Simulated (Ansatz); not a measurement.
# MoSe2: a line through a two-coordinate scan

Aim: follow the energy of MoSe2 (P6_3/mmc, No. 194; 6 atoms in the cell) along one coordinate, volume per atom, with the other held at c/a of the conventional cell = 3.783.

The COD entry's cell or inner coordinates are ideal or old and differ from later refinements, so a difference from it is no clean test against experiment.

Method: DFT PBE+D3(BJ), scalar-relativistic, plane waves, PAW, in Ansatz 0.2.0.

16 further runs of the same task are left out: 16 set aside as unsound or not needed.

### 1 The starting structure

The structure is hexagonal, space group P6_3/mmc (No. 194). Conventional cell: a = 3.277 Å, b = 3.277 Å, c = 12.731 Å, α = 90.00°, β = 90.00°, γ = 120.00°. Mo (site symmetry -6m2) is surrounded by 6 Se at 2.53 Å. Se (site symmetry 3m) is surrounded by 3 Mo at 2.53 Å.

Structure file:

```cif
data_structure
_symmetry_space_group_name_H-M 'P6_3/mmc'
_symmetry_Int_Tables_number 194
_cell_length_a 3.2767
_cell_length_b 3.2767
_cell_length_c 12.7306
_cell_angle_alpha 90.000
_cell_angle_beta 90.000
_cell_angle_gamma 120.000
_cell_volume 118.37
loop_
_atom_site_label
_atom_site_type_symbol
_atom_site_symmetry_multiplicity
_atom_site_Wyckoff_symbol
_atom_site_fract_x
_atom_site_fract_y
_atom_site_fract_z
_atom_site_occupancy
Mo1 Mo 2 c 0.33333 0.66667 0.25000 1
Se1 Se 4 f 0.33333 0.66667 0.61850 1
```

It is the result of an earlier relaxation at this level (volume 19.73 Å³/atom; gap on the mesh: 0.85 eV).

### 2 The scan

The energy is mapped over volume and the cell's shape.

- volume per atom: 7 values from 18.15 to 21.31 Å³
- c/a of the conventional cell: 7 values from 3.586 to 4.210

Nothing else is relaxed (fractional coordinates fixed). Energies count from the relaxed crystal. Points are written as (first, second).

### 3 Grid point (18.15 Å³, 3.783)

File input.yaml:

```yaml
crystal:
  lattice:
    - [3.2154351772, 0.0, 0.0]
    - [-1.6077175886, 2.7846485476, 0.0]
    - [0.0, 0.0, 12.1630266447]
  atoms:
    - { symbol: Mo, position: [0.3333333333, 0.6666666667, 0.25] }
    - { symbol: Mo, position: [0.6666666667, 0.3333333333, 0.75] }
    - { symbol: Se, position: [0.3333333333, 0.6666666667, 0.6184997403] }
    - { symbol: Se, position: [0.6666666667, 0.3333333333, 0.1184997403] }
    - { symbol: Se, position: [0.3333333333, 0.6666666667, 0.8815002597] }
    - { symbol: Se, position: [0.6666666667, 0.3333333333, 0.3815002597] }
basis:
  ecutwfc: 420
kpoints:
  mp_grid: { grid: [12, 12, 4] }
hamiltonian:
  xc: pbe
  pseudopotentials: { kind: paw, azcp: { folder: soft_1 } }
  dispersion: d3bj
scf:
  occupations: { method: gaussian, width: 0.05 }
output:
  forces: true
  stress: true
  eigenvalues: true
```

On the command line:

```console
> ansatz run input.yaml --threads 2 --pin off --max-ram 4096MiB --backend cpu --events-out ev --progress --plain --runs-dir out
```

Standard output (excerpt; [...] marks lines left out):

```text
Warning: RAYON_NUM_THREADS=2 ignored (pool sized by the plan → 2); use --threads N
[...]
Pseudopotentials: kind: paw
Pseudopotential: Mo, paw, valence charge 14, recommended cutoff 420 eV (normal), <dir>
Pseudopotential: Se, paw, valence charge 16, recommended cutoff 420 eV (normal), <dir>
Functional definition: PBE
[...]
Crystal: 6 atoms, lattice volume = 108.906 Å³
Basis set: ecut = 420 eV, 2153 PW (Γ), exchange–correlation on 48×48×180 points (8 copies of the dense FFT grid, shifted against one another)
Bands: 56, of which v1, the nominal top of the filled ones, is band 46 counted from 1 (45 counted from 0)
Symmetry: 24 space group operations
Space group: P63/mmc (ITA 194), of the structure as read, at distance tolerance 4.8e-5 Å
k-points: 57 of 576
[...]
SCF iter   1: F=—  HF=-31796.259151 eV  |F-HF|=—  |Δ(HF+E_count)|=         —  Δρ=4.45e-2  dr2=5.72e0  ethr=3.10e-3  ⟨swp⟩=6.5  Hψ=11537  notcnv=0  defer=2
[...]
SCF iter   9: F=-31794.862782 eV  HF=-31794.862782 eV  |F-HF|=6.83e-9  |Δ(HF+E_count)|=   3.39e-7  Δρ=4.52e-6  dr2=1.35e-8  ethr=1.09e-10  ⟨swp⟩=6.1  Hψ=12258  notcnv=0
[...]
SCF converged after 9 iterations
Free energy (F): -31794.862782 eV
[...]
E sigma→0 (E₀):  -31794.862782 eV
Fermi energy:    14.615632 eV
[...]
--- Forces (eV/Å), atoms counted from 1 ---
  atom   1  Mo     0.00000000     0.00000000     0.00000000
  atom   2  Mo    -0.00000000    -0.00000000    -0.00000000
  atom   3  Se    -0.00000000    -0.00000000    -1.71739238
  atom   4  Se     0.00000000    -0.00000000    -1.71739238
  atom   5  Se    -0.00000000     0.00000000     1.71739238
  atom   6  Se     0.00000000     0.00000000     1.71739238
[...]
--- Stress (GPa, compression-positive) ---
       11.471828       0.000000      -0.000000
       -0.000000      11.471828       0.000000
       -0.000000       0.000000      18.659400
  P = ⅓ Tr σ = 13.8677 GPa (138.677 kbar)
--- Band table (eV; the first three rows and the last of 57) ---
[...]
```

It took 20 s on 2 threads of Arm Neoverse N1, shared host; peak memory 0.55 GiB.

Energy on the map's scale: 70 meV/atom.

### 4 The run at (18.68 Å³, 3.783)

input.yaml, as its differences from that of step 3:

```diff
@@ -2,5 +2,5 @@
   lattice:
-    - [3.2154351772, 0.0, 0.0]
-    - [-1.6077175886, 2.7846485476, 0.0]
-    - [0.0, 0.0, 12.1630266447]
+    - [3.2462000443, 0.0, 0.0]
+    - [-1.6231000222, 2.8112917041, 0.0]
+    - [0.0, 0.0, 12.2794009076]
   atoms:
```

On the command line:

```console
> ansatz run input.yaml --threads 2 --pin off --max-ram 4096MiB --backend cpu --events-out ev --progress --plain --runs-dir out
```

Standard output (excerpt; [...] marks lines left out):

```text
Warning: RAYON_NUM_THREADS=2 ignored (pool sized by the plan → 2); use --threads N
[...]
[... 4 set-up lines as earlier in the session ...]
[...]
Crystal: 6 atoms, lattice volume = 112.062 Å³
Basis set: ecut = 420 eV, 2225 PW (Γ), exchange–correlation on 48×48×180 points (8 copies of the dense FFT grid, shifted against one another)
Bands: 56, of which v1, the nominal top of the filled ones, is band 46 counted from 1 (45 counted from 0)
[... 2 set-up lines as earlier in the session ...]
k-points: 57 of 576
[...]
SCF iter   1: F=—  HF=-31796.430203 eV  |F-HF|=—  |Δ(HF+E_count)|=         —  Δρ=4.36e-2  dr2=5.40e0  ethr=3.10e-3  ⟨swp⟩=6.6  Hψ=11524  notcnv=0  defer=2
[...]
SCF iter   9: F=-31795.084216 eV  HF=-31795.084216 eV  |F-HF|=9.30e-9  |Δ(HF+E_count)|=   3.19e-7  Δρ=4.15e-6  dr2=1.26e-8  ethr=1.09e-10  ⟨swp⟩=5.7  Hψ=12949  notcnv=0
[...]
SCF converged after 9 iterations
Free energy (F): -31795.084216 eV
[...]
E sigma→0 (E₀):  -31795.084216 eV
Fermi energy:    14.052281 eV
[...]
--- Forces (eV/Å), atoms counted from 1 ---
  atom   1  Mo     0.00000000    -0.00000000     0.00000000
  atom   2  Mo     0.00000000     0.00000000    -0.00000000
  atom   3  Se    -0.00000000    -0.00000000    -1.18992053
  atom   4  Se    -0.00000000     0.00000000    -1.18992053
  atom   5  Se     0.00000000    -0.00000000     1.18992053
  atom   6  Se     0.00000000     0.00000000     1.18992053
[...]
--- Stress (GPa, compression-positive) ---
        6.726520       0.000000       0.000000
        0.000000       6.726520      -0.000000
        0.000000      -0.000000      12.766573
  P = ⅓ Tr σ = 8.7399 GPa (87.399 kbar)
--- Band table (eV; the first three rows and the last of 57) ---
[...]
```

It took 20 s on 2 threads of Arm Neoverse N1, shared host; peak memory 0.56 GiB.

On the map this point reads 33 meV/atom.

### 5 Point (19.73 Å³, 3.783)

input.yaml, as its differences from that of step 4:

```diff
@@ -2,5 +2,5 @@
   lattice:
-    - [3.2462000443, 0.0, 0.0]
-    - [-1.6231000222, 2.8112917041, 0.0]
-    - [0.0, 0.0, 12.2794009076]
+    - [3.3060405474, 0.0, 0.0]
+    - [-1.6530202737, 2.8631151, 0.0]
+    - [0.0, 0.0, 12.5057595786]
   atoms:
@@ -26 +26,5 @@
   eigenvalues: true
+  write_density: true
+  write_potential: true
+  elf: true
+  volumetric_format: npy
```

On the command line:

```console
> ansatz run input.yaml --threads 2 --pin off --max-ram 4096MiB --backend cpu --events-out ev --progress --plain --runs-dir out
```

Standard output (excerpt; [...] marks lines left out):

```text
[...]
SCF converged after 10 iterations
Free energy (F): -31795.257880 eV
[...]
E sigma→0 (E₀):  -31795.257880 eV
Fermi energy:    13.011755 eV
[...]
--- Forces (eV/Å), atoms counted from 1 ---
  atom   1  Mo     0.00000000     0.00000000     0.00000000
  atom   2  Mo     0.00000000    -0.00000000     0.00000000
  atom   3  Se    -0.00000000     0.00000000    -0.28771369
  atom   4  Se     0.00000000    -0.00000000    -0.28771369
  atom   5  Se     0.00000000     0.00000000     0.28771369
  atom   6  Se     0.00000000    -0.00000000     0.28771369
[...]
--- Stress (GPa, compression-positive) ---
       -0.895492       0.000000       0.000000
        0.000000      -0.895492       0.000000
        0.000000       0.000000       3.219847
  P = ⅓ Tr σ = 0.4763 GPa (4.763 kbar)
--- Band table (eV; the first three rows and the last of 57) ---
[...]
```

Run time: 29 s. Hardware: 2 threads of Arm Neoverse N1, shared host; peak memory 0.56 GiB.

Density in a lattice plane of the grid's cell (edges 3.31 and 12.51 Å, at 0.333 of the third edge), which holds Mo and Se.

Values in e/Å³, 12 rows by 6 columns:
```
0.28 0.42 0.29 0.12 0.09 0.12
0.38 0.42 0.38 0.42 0.59 0.41
0.41 0.21 0.45 4.23 7.01 4.26
0.38 0.42 0.38 0.40 0.53 0.39
0.28 0.42 0.29 0.12 0.07 0.12
0.06 0.05 0.06 0.09 0.12 0.09
0.28 0.10 0.29 1.48 8.29 1.40
0.38 0.21 0.38 0.94 2.02 0.92
0.41 0.80 0.45 0.24 0.23 0.24
0.38 0.21 0.38 0.98 2.67 0.96
0.28 0.10 0.29 1.51 8.75 1.42
0.06 0.05 0.06 0.09 0.08 0.09
```
Columns run along the first of these edges and rows up along the second, over one cell in 6 and 12 even steps from the bottom left corner. Atoms in the plane (fractional): Mo at (0.67, 0.75), Se at (0.67, 0.12), Se at (0.67, 0.38).

ELF in the same plane.

Ten even steps from ' ' (0.03) to '@' (0.88):
```
==##==      
##%%##--..--
####**--::--
::++::==##==
..--::##==%%
::++::==##==
######--..--
##%%##--..--
==##==      
      ::==::
==  ==@@@@@@
##..####::##
##::####--##
::..::******
::==::......
::..::******
##::####--##
##..####::##
==  ==@@@@@@
      ::==::
```
Columns run along the first of these edges and rows up along the second, over one cell in 6 and 20 even steps from the bottom left corner. Atoms in the plane (fractional): Mo at (0.67, 0.75), Se at (0.67, 0.12), Se at (0.67, 0.38).

Both are smooth fields of the valence electrons: close to the nuclei they are not physical.

Outside the cores ELF peaks at 0.89 beside Se, off the lines to its neighbours, 0.9 Å from Se; 0.79 on the Se–Mo line, 0.9 Å from Se.

On the map this point reads 4.5 meV/atom.

### 6 The run at (20.25 Å³, 3.783)

input.yaml, as its differences from that of step 5:

```diff
@@ -2,5 +2,5 @@
   lattice:
-    - [3.3060405474, 0.0, 0.0]
-    - [-1.6530202737, 2.8631151, 0.0]
-    - [0.0, 0.0, 12.5057595786]
+    - [3.3351624225, 0.0, 0.0]
+    - [-1.6675812113, 2.8883353836, 0.0]
+    - [0.0, 0.0, 12.6159188956]
   atoms:
```

On the command line:

```console
> ansatz run input.yaml --threads 2 --pin off --max-ram 4096MiB --backend cpu --events-out ev --progress --plain --runs-dir out
```

Standard output (excerpt; [...] marks lines left out):

```text
Warning: RAYON_NUM_THREADS=2 ignored (pool sized by the plan → 2); use --threads N
[...]
[... 4 set-up lines as earlier in the session ...]
[...]
Crystal: 6 atoms, lattice volume = 121.530 Å³
Basis set: ecut = 420 eV, 2419 PW (Γ), exchange–correlation on 48×48×180 points (8 copies of the dense FFT grid, shifted against one another)
Bands: 56, of which v1, the nominal top of the filled ones, is band 46 counted from 1 (45 counted from 0)
[... 1 set-up line as earlier in the session ...]
Space group: P63/mmc (ITA 194), of the structure as read, at distance tolerance 5.0e-5 Å
k-points: 57 of 576
[...]
SCF iter   1: F=—  HF=-31796.464372 eV  |F-HF|=—  |Δ(HF+E_count)|=         —  Δρ=4.16e-2  dr2=4.64e0  ethr=3.10e-3  ⟨swp⟩=6.6  Hψ=11421  notcnv=0  defer=2
[...]
SCF iter  10: F=-31795.233854 eV  HF=-31795.233854 eV  |F-HF|=9.90e-9  |Δ(HF+E_count)|=   2.10e-7  Δρ=2.68e-6  dr2=7.41e-9  ethr=1.09e-10  ⟨swp⟩=15.6  Hψ=21260  notcnv=0
[...]
SCF converged after 10 iterations
Free energy (F): -31795.233854 eV
[...]
E sigma→0 (E₀):  -31795.233854 eV
Fermi energy:    12.530299 eV
[...]
--- Forces (eV/Å), atoms counted from 1 ---
  atom   1  Mo     0.00000000    -0.00000000     0.00000000
  atom   2  Mo     0.00000000     0.00000000     0.00000000
  atom   3  Se     0.00000000    -0.00000000     0.09758994
  atom   4  Se    -0.00000000     0.00000000     0.09758994
  atom   5  Se     0.00000000    -0.00000000    -0.09758994
  atom   6  Se    -0.00000000     0.00000000    -0.09758994
[...]
--- Stress (GPa, compression-positive) ---
       -3.938722      -0.000000       0.000000
       -0.000000      -3.938722       0.000000
        0.000000       0.000000      -0.629545
  P = ⅓ Tr σ = -2.8357 GPa (-28.357 kbar)
--- Band table (eV; the first three rows and the last of 57) ---
[...]
```

It took 28 s on 2 threads of Arm Neoverse N1, shared host; peak memory 0.56 GiB.

Density in a lattice plane of the grid's cell (edges 3.34 and 12.62 Å, at 0.333 of the third edge), which holds Mo and Se.

Ten even steps from '0' (0.05 e/Å³) to '9' (29.18 e/Å³):
```
000000
000000
000000
000010
000121
000010
000000
000000
000000
000000
000000
000090
000040
000000
000000
000000
000040
000090
000000
000000
```
Columns run along the first of these edges and rows up along the second, over one cell in 6 and 20 even steps from the bottom left corner. Atoms in the plane (fractional): Mo at (0.67, 0.75), Se at (0.67, 0.12), Se at (0.67, 0.38).

ELF in the same plane.

Ten even steps from '0' (0.03) to '9' (0.88):
```
474000
787312
776323
252474
132748
252474
776323
787312
474000
000242
404999
717727
717737
212666
142111
212666
717737
717727
404999
000242
```
Columns run along the first of these edges and rows up along the second, over one cell in 6 and 20 even steps from the bottom left corner. Atoms in the plane (fractional): Mo at (0.67, 0.75), Se at (0.67, 0.12), Se at (0.67, 0.38).

Both are smooth fields of the valence electrons: close to the nuclei they are not physical.

The highest ELF values outside the cores: 0.89 beside Se, off the lines to its neighbours, 0.9 Å from Se; 0.79 on the Se–Mo line, 0.9 Å from Se.

Energy on the map's scale: 9 meV/atom.

### 7 Point (20.78 Å³, 3.783)

input.yaml, as its differences from that of step 6:

```diff
@@ -2,5 +2,5 @@
   lattice:
-    - [3.3351624225, 0.0, 0.0]
-    - [-1.6675812113, 2.8883353836, 0.0]
-    - [0.0, 0.0, 12.6159188956]
+    - [3.3637862206, 0.0, 0.0]
+    - [-1.6818931103, 2.91312432, 0.0]
+    - [0.0, 0.0, 12.7241941368]
   atoms:
```

On the command line:

```console
> ansatz run input.yaml --threads 2 --pin off --max-ram 4096MiB --backend cpu --events-out ev --progress --plain --runs-dir out
```

Standard output (excerpt; [...] marks lines left out):

```text
Warning: RAYON_NUM_THREADS=2 ignored (pool sized by the plan → 2); use --threads N
[...]
[... 4 set-up lines as earlier in the session ...]
[...]
Crystal: 6 atoms, lattice volume = 124.686 Å³
Basis set: ecut = 420 eV, 2455 PW (Γ), exchange–correlation on 48×48×180 points (8 copies of the dense FFT grid, shifted against one another)
Bands: 56, of which v1, the nominal top of the filled ones, is band 46 counted from 1 (45 counted from 0)
[... 2 set-up lines as earlier in the session ...]
k-points: 57 of 576
[...]
SCF iter   1: F=—  HF=-31796.351138 eV  |F-HF|=—  |Δ(HF+E_count)|=         —  Δρ=4.11e-2  dr2=4.45e0  ethr=3.10e-3  ⟨swp⟩=6.6  Hψ=11381  notcnv=0  defer=3
[...]
SCF iter  10: F=-31795.149119 eV  HF=-31795.149119 eV  |F-HF|=7.32e-9  |Δ(HF+E_count)|=   1.93e-7  Δρ=3.29e-6  dr2=1.02e-8  ethr=1.09e-10  ⟨swp⟩=15.7  Hψ=21905  notcnv=0
[...]
SCF converged after 10 iterations
Free energy (F): -31795.149119 eV
[...]
E sigma→0 (E₀):  -31795.149119 eV
Fermi energy:    12.072156 eV
[...]
--- Forces (eV/Å), atoms counted from 1 ---
  atom   1  Mo     0.00000000    -0.00000000     0.00000000
  atom   2  Mo     0.00000000     0.00000000    -0.00000000
  atom   3  Se    -0.00000000     0.00000000     0.44505572
  atom   4  Se     0.00000000     0.00000000     0.44505572
  atom   5  Se     0.00000000    -0.00000000    -0.44505572
  atom   6  Se     0.00000000     0.00000000    -0.44505572
[...]
--- Stress (GPa, compression-positive) ---
       -6.561263       0.000000      -0.000000
        0.000000      -6.561263      -0.000000
       -0.000000      -0.000000      -3.970333
  P = ⅓ Tr σ = -5.6976 GPa (-56.976 kbar)
--- Band table (eV; the first three rows and the last of 57) ---
[...]
```

Run time: 30 s. Hardware: 2 threads of Arm Neoverse N1, shared host; peak memory 0.56 GiB.

Energy on the map's scale: 23 meV/atom.

### 8 Point (21.31 Å³, 3.783)

input.yaml, as its differences from that of step 7:

```diff
@@ -2,5 +2,5 @@
   lattice:
-    - [3.3637862206, 0.0, 0.0]
-    - [-1.6818931103, 2.91312432, 0.0]
-    - [0.0, 0.0, 12.7241941368]
+    - [3.3919309944, 0.0, 0.0]
+    - [-1.6959654972, 2.9374984091, 0.0]
+    - [0.0, 0.0, 12.8306573727]
   atoms:
@@ -26,5 +26 @@
   eigenvalues: true
-  write_density: true
-  write_potential: true
-  elf: true
-  volumetric_format: npy
```

On the command line:

```console
> ansatz run input.yaml --threads 2 --pin off --max-ram 4096MiB --backend cpu --events-out ev --progress --plain --runs-dir out
```

Standard output (excerpt; [...] marks lines left out):

```text
[...]
SCF converged after 10 iterations
Free energy (F): -31795.011951 eV
[...]
E sigma→0 (E₀):  -31795.011951 eV
Fermi energy:    11.635667 eV
[...]
--- Forces (eV/Å), atoms counted from 1 ---
  atom   1  Mo     0.00000000     0.00000000     0.00000000
  atom   2  Mo     0.00000000    -0.00000000     0.00000000
  atom   3  Se    -0.00000000     0.00000000     0.75857357
  atom   4  Se     0.00000000    -0.00000000     0.75857357
  atom   5  Se     0.00000000     0.00000000    -0.75857357
  atom   6  Se    -0.00000000    -0.00000000    -0.75857357
[...]
--- Stress (GPa, compression-positive) ---
       -8.818585       0.000000       0.000000
       -0.000000      -8.818585       0.000000
        0.000000       0.000000      -6.868361
  P = ⅓ Tr σ = -8.1685 GPa (-81.685 kbar)
--- Band table (eV; the first three rows and the last of 57) ---
[...]
```

Run time: 24 s. Hardware: 2 threads of Arm Neoverse N1, shared host; peak memory 0.58 GiB.

On the map this point reads 45 meV/atom.

### 9 The line in numbers

```
volume per atom (Å³)  step  energy (meV/atom)  slope (meV/atom per Å³)  pressure (GPa)  band gap on the k-mesh (eV)  largest force on an atom (eV/Å)
               18.15     3                 70                      −87            13.9                        0.588                             1.72
               18.68     4                 33                      −55             8.7                        0.628                             1.19
               19.20     –                 12                      −27             4.3                        0.662                             0.71
               19.73     5                4.5                       −3             0.5                        0.691                             0.29
               20.25     6                  9                       18            −2.8                        0.716                             0.10
               20.78     7                 23                       36            −5.7                        0.737                             0.45
               21.31     8                 45                       51            −8.2                        0.754                             0.76
```

Energies count from the relaxed crystal. Rows without a step come from runs not printed here or follow by symmetry. Slopes come from the forces (and the stress, where the cell changes), not from differences of energies.

**Reading.** Along the line the energy is lowest at 19.73 Å³, 4.5 meV/atom from the zero. Energies and slopes round the minimum, fitted together, put the minimum at 19.800 Å³, with a curvature of about 41 meV/atom per (Å³)². V·d²E/dV² there is about 130 GPa, a bulk modulus under this line's constraint. The well is lopsided: two grid steps out, the energy rises by 29 meV/atom towards smaller values and 18 meV/atom towards larger ones. The highest point computed, at 18.15 Å³, lies 66 meV/atom above the lowest. This is one cut through a surface in two coordinates; the map's lowest point lies off it.

The gaps are Kohn-Sham values of a semilocal functional, not quasiparticle or optical gaps. Such gaps usually fall short of the measured ones.
